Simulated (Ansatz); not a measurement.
Runs of Ansatz 0.2.0 on Al. Symmetry: Im-3m, No. 229, cubic system. The conventional cell has a = 3.182 Å, b = 3.182 Å, c = 3.182 Å, α = 90.00°, β = 90.00°, γ = 90.00°. Al (site symmetry m-3m) has 8 Al at 2.76 Å as nearest neighbours. This isn't the form of Al at room conditions, which is fcc.

```csv
task,level,cell,k mesh,cutoff (eV),smearing,points for each segment of the path,atoms under strain,gap on the mesh (eV),pressure (GPa),relaxed volume (Å³/atom)
single point,PBE,as given,12 × 12 × 12,420,gaussian 0.012 eV,-,-,none,3.9,-
single point,PBE,as given,12 × 12 × 12,420,gaussian 0.014 eV,-,-,none,3.9,-
band structure,r2SCAN,as given,12 × 12 × 12,500,fermi-dirac 0.05 eV,14,-,none,0.4,-
relaxation of cell and atoms,BLYP,relaxed,12 × 12 × 12,420,fermi-dirac 0.05 eV,-,-,none,0.0,18.17
single point,PBE,as given,12 × 12 × 12,420,gaussian 0.026 eV,-,-,none,3.9,-
single point,PBE,as given,12 × 12 × 12,420,gaussian 0.023 eV,-,-,none,3.9,-
elastic constants,PBEsol,as given,9 × 9 × 9,420,fermi-dirac 0.05 eV,-,relaxed,none,2.3,-
single point,PBE,as given,12 × 12 × 12,420,gaussian 0.021 eV,-,-,none,3.9,-
relaxation of cell and atoms,PBE+D4,relaxed,12 × 12 × 12,420,fermi-dirac 0.05 eV,-,-,none,0.0,(a)
single point,PBE,as given,12 × 12 × 12,420,gaussian 0.019 eV,-,-,none,3.9,-
relaxation of cell and atoms,PBEsol+D3(BJ),relaxed,12 × 12 × 12,420,fermi-dirac 0.05 eV,-,-,none,0.0,15.90
relaxation of cell and atoms,revPBE,relaxed,12 × 12 × 12,420,fermi-dirac 0.05 eV,-,-,none,0.0,(b)
```

Alike in all rows: potentials or basis Ansatz PAW; no spin polarisation.

Task: Estimate the missing entries.

Result: (a) 16.21; (b) 17.18.

Caveats: the PAW data sets come from PBE, with cores solved anew for the run's functional, which leaves a small shift of forces and pressure (some runs); the plane-wave basis is chosen anew once the cell has moved, so the energies of steps on either side of that aren't comparable (some runs); pairwise dispersion overbinds metals, which lowers pressure and volume (some runs); the elastic tensor has a negative eigenvalue, so either the cell is unstable as it stands or the mesh is too thin (some runs).

A gap of «none» marks a metal or a gap under the smearing width.
